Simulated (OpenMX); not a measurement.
Runs of OpenMX 3.8.5 on Pt. The structure is tetragonal, space group I4/mmm (No. 139). Conventional cell: a = 2.662 Å, b = 2.662 Å, c = 3.922 Å, α = 90.00°, β = 90.00°, γ = 90.00°. Pt (site symmetry 4/mmm) is surrounded by 12 Pt at 2.66 to 2.72 Å.

```tsv
cell	gap on the mesh (eV)	pressure (GPa)
I4/mmm, 13.9 Å³/atom	none	44.2
I4/mmm, 15.69 Å³/atom	none	0.6
I4/mmm, 14.48 Å³/atom	none	(b)
I4/mmm, 16.31 Å³/atom	none	(a)
Fm-3m, 15.08 Å³/atom	none	12.4
```

Alike in all rows: task single point; level PBE; potentials or basis OpenMX 2013 PBE set, Pt7.0-s3p2d2f1, grid cutoff 400 Ry; no spin polarisation; k mesh 9 × 9 × 9; smearing fermi-dirac 0.05 eV.

Question: Estimate the missing entries.

Answer: (a) -8.2; (b) 26.4.

Caveats: the basis of atomic orbitals isn't converged, which shifts pressures, moduli and gaps.

A k mesh can miss the band edges, and the runs leave out spin-orbit coupling on Pt.

A gap of «none» marks a metal or a gap under the smearing width.
